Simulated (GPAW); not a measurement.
Si, 2 atoms in the cell. Symmetry: Fd-3m, No. 227, cubic system. Conventional cell: a = 5.444 Å, b = 5.444 Å, c = 5.444 Å, α = 90.00°, β = 90.00°, γ = 90.00°. Around Si (site symmetry -43m) lie 4 Si at 2.36 Å. 

```yaml
Program: GPAW 26.7.0
Task: equation of state
Functional: r2SCAN
Dispersion: D3(BJ)
Potentials_or_basis: GPAW PAW data sets (gpaw-data 1.2.1)
Cutoff: 600 eV
Basis: pw
k_mesh: 8 × 8 × 8
Occupations: fermi-dirac, width 0.05 eV
Spin: no spin polarisation
Maxiter: 150
Eos_scales: "[0.94, 0.96, 0.98, 1.0, 1.02, 1.04, 1.06]"
```

Potentials or basis: GPAW PAW data sets (gpaw-data 1.2.1), pw.

The run is started by

```sh
$ OMP_NUM_THREADS=1 python run.py
```

Hardware: 1 thread of Intel(R) Xeon(R) Platinum 8375C CPU @ 2.90GHz (Ice Lake) (shared host).

Question: How long does it take, and how much memory?

Answer: It took 3 min on 1 thread of Intel(R) Xeon(R) Platinum 8375C CPU @ 2.90GHz (Ice Lake) (shared host), peak memory 0.37 GiB. Counts: scf iterations 70, plane waves 1283, bands 11, k points 29.
